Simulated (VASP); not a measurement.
# AlN (F-43m) in VASP: notebook, part 2 of 2

VASP 6.6.1. The steps go on from the part before.

### Step 3. Relaxation of cell and atoms, PBEsol

This run uses another cell than the first one, of 10.48 Å³/atom, 1.006 times its volume.

Contents of INCAR:

```
SYSTEM = AlN
ALGO = Normal
EDIFF = 1E-7
EDIFFG = -0.005
ENCUT = 600
GGA = PS
IBRION = 2
ISIF = 3
ISMEAR = 0
KPAR = 4
LASPH = .TRUE.
LCHARG = .FALSE.
LREAL = .FALSE.
LWAVE = .FALSE.
NELM = 80
NSW = 90
PREC = Accurate
SIGMA = 0.03
```

Contents of KPOINTS:

```
k-points
0
G
  10 10 10
  0 0 0
```

Contents of POSCAR:

```
AlN                                     
1.0
    0.0000000000      2.1882972140      2.1882972140
    2.1882972140     -0.0000000000      2.1882972140
    2.1882972140      2.1882972140      0.0000000000
  Al              N             
     1     1
Direct
     0.0000000000000000    0.0000000000000000    0.0000000000000000
     0.7500000000000000    0.7500000000000000    0.7500000000000000
```

Potentials or basis: VASP PAW PBE potentials, release 64 (Al, N).

Run with:

```bash
$ cat potpaw_PBE.64/Al/POTCAR potpaw_PBE.64/N/POTCAR > POTCAR
$ mpirun -np 4 vasp_std > vasp.out
```

Wall time 2.5 s (4 MPI ranks of Intel Xeon 6975P-C (Granite Rapids), shared host); peak memory 0.14 GiB.

It converged, with:

- Free energy: -15.6130 eV
- Pressure after relaxing: 0.0 GPa
- Band gap on the k mesh: 3.18 eV, indirect (least direct gap 4.08 eV)

Final structure:
```yaml
crystal:
  lattice:
    - [0.00000, 2.18830, 2.18830]
    - [2.18830, 0.00000, 2.18830]
    - [2.18830, 2.18830, 0.00000]
  atoms:
    - { symbol: Al, position: [0.00000, 0.00000, 0.00000] }
    - { symbol: N, position: [0.75000, 0.75000, 0.75000] }
```

Levels at points of the mesh, in eV from the valence-band top:
```csv
k point,band 1,band 2,band 3,band 4,band 5,band 6,band 7,band 8
"(0.00, 0.00, 0.00)",-14.92,0.00,0.00,0.00,4.08,12.41,12.41,12.41
"(0.50, 0.00, 0.00)",-12.86,-5.89,-0.48,-0.48,7.23,9.73,11.00,11.00
"(0.50, 0.50, 0.00)",-12.22,-4.93,-1.78,-1.78,3.18,8.45,13.79,15.55
```

Caveat: the relaxation stopped at its first step, so nothing moved; the PAW data sets were made with another functional, which shifts forces and pressure a little. A k mesh can miss the band edges.

### Step 4. Relaxation of cell and atoms, PBEsol

Contents of INCAR:

```
PREC = Accurate ; ENCUT = 600
EDIFF = 1E-6 ; ISMEAR = 0
SIGMA = 0.03 ; LREAL = F
LASPH = T ; NELM = 80
ALGO = Normal ; ISIF = 3
LWAVE = F ; LCHARG = F
GGA = PS ; IBRION = 2
NSW = 90 ; EDIFFG = -0.01
KPAR = 4
```

Contents of KPOINTS:

```
regular mesh
0
Gamma
  10 10 10
```

Contents of POSCAR:

```
AlN
1.0
    0.0000000000      2.1839935596      2.1839935596
    2.1839935596      0.0000000000      2.1839935596
    2.1839935596      2.1839935596      0.0000000000
Al N
1 1
Direct
    0.0000000000      0.0000000000      0.0000000000
    0.7500000000      0.7500000000      0.7500000000
```

Run with:

```bash
$ cat potpaw_PBE.64/Al/POTCAR potpaw_PBE.64/N/POTCAR > POTCAR
$ mpirun -np 4 vasp_std > vasp.out
```

It took 6.3 s on 4 MPI ranks of Intel Xeon Platinum 8488C (Sapphire Rapids), shared host; peak memory 0.15 GiB.

It converged, with:

| Quantity | Value |
| --- | --- |
| Free energy | -15.6128 eV |
| Relaxed volume | 10.48 Å³/atom |
| Relaxed cell | a = 3.095 Å, b = 3.095 Å, c = 3.095 Å, α = 60.00°, β = 60.00°, γ = 60.00° |
| Space group after relaxing (to 0.05 Å) | F-43m (No. 216) |
| Energy gained by relaxing | 0.2 meV/atom |
| Ionic steps | 3 |
| Pressure after relaxing | 0.0 GPa |
| Band gap on the k mesh | 3.18 eV, indirect (least direct gap 4.08 eV) |

The path:
```csv
step,energy change (eV),largest force (eV/Å),pressure (GPa),volume (Å³)
1,0.0000,0.0000,1.21,20.83
2,-0.0001,0.0000,-1.08,21.07
3,-0.0005,0.0000,0.00,20.96
```

Final structure:
```yaml
crystal:
  lattice:
    - [0.00000, 2.18830, 2.18830]
    - [2.18830, 0.00000, 2.18830]
    - [2.18830, 2.18830, 0.00000]
  atoms:
    - { symbol: Al, position: [0.00000, 0.00000, 0.00000] }
    - { symbol: N, position: [0.75000, 0.75000, 0.75000] }
```

Levels at points of the mesh, in eV from the valence-band top:
| k point | band 1 | band 2 | band 3 | band 4 | band 5 | band 6 | band 7 | band 8 |
| --- | --- | --- | --- | --- | --- | --- | --- | --- |
| (0.00, 0.00, 0.00) | -14.92 | 0.00 | 0.00 | 0.00 | 4.08 | 12.41 | 12.41 | 12.41 |
| (0.50, 0.00, 0.00) | -12.86 | -5.89 | -0.48 | -0.48 | 7.23 | 9.73 | 11.00 | 11.00 |
| (0.50, 0.50, 0.00) | -12.22 | -4.93 | -1.78 | -1.78 | 3.18 | 8.45 | 13.79 | 15.55 |

Caveat: the PAW data sets were made with another functional, which shifts forces and pressure a little. A k mesh can miss the band edges.

### Step 5. Relaxation of cell and atoms, PBEsol

This run uses another cell than the first one, of 10.48 Å³/atom, 1.006 times its volume.

Contents of INCAR:

```
PREC = Accurate ; ENCUT = 600
EDIFF = 1E-7 ; ISMEAR = 0
SIGMA = 0.03 ; LREAL = F
LASPH = T ; NELM = 80
ALGO = Normal ; ISIF = 3
LWAVE = F ; LCHARG = F
GGA = PS ; IBRION = 2
NSW = 90 ; EDIFFG = -0.005
KPAR = 4
```

KPOINTS is that of step 4.

Contents of POSCAR:

```
AlN                                     
1.0
    0.0000000000      2.1882972140      2.1882972140
    2.1882972140     -0.0000000000      2.1882972140
    2.1882972140      2.1882972140      0.0000000000
  Al              N             
     1     1
Direct
     0.0000000000000000    0.0000000000000000    0.0000000000000000
     0.7500000000000000    0.7500000000000000    0.7500000000000000
```

Potentials or basis: VASP PAW PBE potentials, release 64 (Al, N).

Run with:

```bash
$ cat potpaw_PBE.64/Al/POTCAR potpaw_PBE.64/N/POTCAR > POTCAR
$ mpirun -np 4 vasp_std > vasp.out
```

OUTCAR:

```text
PREC = Accurate
   ENCUT = 600
   EDIFF = 1E-7
   ISMEAR = 0
   LREAL = F
   LASPH = T
   NELM = 80
   ISIF = 3
   GGA = PS
   IBRION = 2
   NSW = 90
   EDIFFG = -0.005

 ion  position               nearest neighbor table
   1  0.000  0.000  0.000-   2 1.90   2 1.90   2 1.90   2 1.90
   2  0.750  0.750  0.750-   1 1.90   1 1.90   1 1.90   1 1.90

  LATTYP: Found a face centered cubic cell.
 ALAT       =     4.3765944280

[... 457 lines left out ...]

  FORCE on cell =-STRESS in cart. coord.  units (eV):
  Direction    XX          YY          ZZ          XY          YZ          ZX
  --------------------------------------------------------------------------------------
  -------------------------------------------------------------------------------------
  Total       -0.0001647     -0.0001647     -0.0001647      0.0000000      0.0000000      0.0000000
  in kB       -0.0125922     -0.0125922     -0.0125922      0.0000000      0.0000000      0.0000000
  external PRESSURE =      -0.0125922 kB  Pullay stress =       0.0000000 kB

 VOLUME and BASIS-vectors are now :
 -----------------------------------------------------------------------------
  energy-cutoff  :      600.00
  volume of cell :       20.96
      direct lattice vectors                 reciprocal lattice vectors
     0.000000000  2.188297214  2.188297214    -0.228488158  0.228488158  0.228488158
     2.188297214  0.000000000  2.188297214     0.228488158 -0.228488158  0.228488158
     2.188297214  2.188297214  0.000000000     0.228488158  0.228488158 -0.228488158

 POSITION                                       TOTAL-FORCE (eV/Angst)
 -----------------------------------------------------------------------------------
      0.00000      0.00000      0.00000        -0.000000     -0.000000     -0.000000
      3.28245      3.28245      3.28245         0.000000      0.000000      0.000000
 -----------------------------------------------------------------------------------
    total drift:                               -0.000000     -0.000000     -0.000000

  FREE ENERGIE OF THE ION-ELECTRON SYSTEM (eV)
  ---------------------------------------------------
  free  energy   TOTEN  =       -15.6130077341 eV

  energy  without entropy=      -15.6130077341  energy(sigma->0) =      -15.61300773

 reached required accuracy - stopping structural energy minimisation
```

OSZICAR:

```text
N       E                     dE             d eps       ncg     rms          rms(c)
DAV:   1     0.146668116514E+02    0.14667E+02   -0.43287E+03   760   0.944E+02
DAV:   2    -0.171022909994E+02   -0.31769E+02   -0.30880E+02  1016   0.164E+02
DAV:   3    -0.178316857872E+02   -0.72939E+00   -0.72939E+00   856   0.322E+01
DAV:   4    -0.178341953867E+02   -0.25096E-02   -0.25096E-02  1160   0.169E+00
DAV:   5    -0.178342000766E+02   -0.46899E-05   -0.46899E-05   896   0.543E-02    0.825E+00
DAV:   6    -0.156592214531E+02    0.21750E+01   -0.12362E+01   880   0.234E+01    0.292E+00
DAV:   7    -0.156307909924E+02    0.28430E-01   -0.94347E-02   808   0.315E+00    0.194E+00
DAV:   8    -0.156132174474E+02    0.17574E-01   -0.19404E-02   872   0.194E+00    0.389E-01
DAV:   9    -0.156129632106E+02    0.25424E-03   -0.69813E-04  1032   0.226E-01    0.202E-01
DAV:  10    -0.156130094501E+02   -0.46239E-04   -0.12596E-04   912   0.978E-02    0.495E-02
DAV:  11    -0.156130076138E+02    0.18362E-05   -0.35997E-06   840   0.179E-02    0.104E-02
DAV:  12    -0.156130077291E+02   -0.11524E-06   -0.21547E-07   928   0.527E-03    0.304E-04
DAV:  13    -0.156130077341E+02   -0.49971E-08   -0.22565E-09   456   0.439E-04
   1 F= -.15613008E+02 E0= -.15613008E+02  d E =-.156130E+02
```

It took 3.6 s on 4 MPI ranks of Intel Xeon Platinum 8488C (Sapphire Rapids), shared host; peak memory 0.14 GiB.

What came out:

* Free energy: -15.6130 eV
* Pressure after relaxing: 0.0 GPa
* Band gap on the k mesh: 3.18 eV, indirect (least direct gap 4.08 eV)

Final structure:
```xyz
2
Lattice="0.0000 2.1883 2.1883 2.1883 0.0000 2.1883 2.1883 2.1883 0.0000" Properties=species:S:1:pos:R:3 pbc="T T T"
Al    0.0000    0.0000    0.0000
N     3.2824    3.2824    3.2824
```

Levels at points of the mesh, in eV from the valence-band top:
```
           k point  band 1  band 2  band 3  band 4  band 5  band 6  band 7  band 8
(0.00, 0.00, 0.00)  -14.92    0.00    0.00    0.00    4.08   12.41   12.41   12.41
(0.50, 0.00, 0.00)  -12.86   -5.89   -0.48   -0.48    7.23    9.73   11.00   11.00
(0.50, 0.50, 0.00)  -12.22   -4.93   -1.78   -1.78    3.18    8.45   13.79   15.55
```

Caveat: the relaxation stopped at its first step, so nothing moved; the PAW data sets were made with another functional, which shifts forces and pressure a little. A k mesh can miss the band edges.
